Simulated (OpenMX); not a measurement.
Runs of OpenMX 3.8.5 on ZrC. It takes space group Fm-3m (No. 225, cubic). Conventional cell: a = 4.730 Å, b = 4.730 Å, c = 4.730 Å, α = 90.00°, β = 90.00°, γ = 90.00°. Zr (site symmetry m-3m) is surrounded by 6 C at 2.37 Å. C (site symmetry m-3m) has 6 Zr at 2.37 Å as nearest neighbours. 

```tsv
task	potentials or basis	spin	k mesh	SCF threshold	grid points, held for all volumes	max SCF cycles	moment (μB)	V0 of scaled cells (Å³/atom)	B0 (GPa)
equation of state	OpenMX 2013 PBE set, Zr7.0-s3p2d2, C6.0-s2p2d1, fixed grid of 32 × 32 × 32 points	off	11 × 11 × 11	1e-08 Ha	32 × 32 × 32	-	-	(a)	221
band structure	OpenMX 2013 PBE set, Zr7.0-s3p2d2, C6.0-s2p2d1, grid cutoff 400 Ry	non-collinear, zero start	7 × 7 × 7	1e-07 Ha	-	100	0.00	-	-
band structure	OpenMX 2013 PBE set, Zr7.0-s3p2d2, C6.0-s2p2d1, grid cutoff 400 Ry	non-collinear, zero start, SOC	7 × 7 × 7	1e-07 Ha	-	100	0.00	-	-
equation of state	OpenMX 2013 PBE set, Zr7.0-s3p2d2, C6.0-s2p2d1, fixed grid of 30 × 30 × 30 points	off	11 × 11 × 11	1e-08 Ha	30 × 30 × 30	-	-	13.13	221
```

Alike in all rows: level PBE; cell as given; smearing fermi-dirac 0.05 eV.

Q: Fill in the values left out.

A: (a) 13.12.

Caveats: the basis of atomic orbitals isn't converged, which shifts pressures, moduli and gaps; volumes in these bases differ from converged ones by about 1 %, for some elements by several (some runs); total energies with and without spin-orbit coupling shouldn't be compared in this program (some runs).

Not every run made on this cell is shown here.
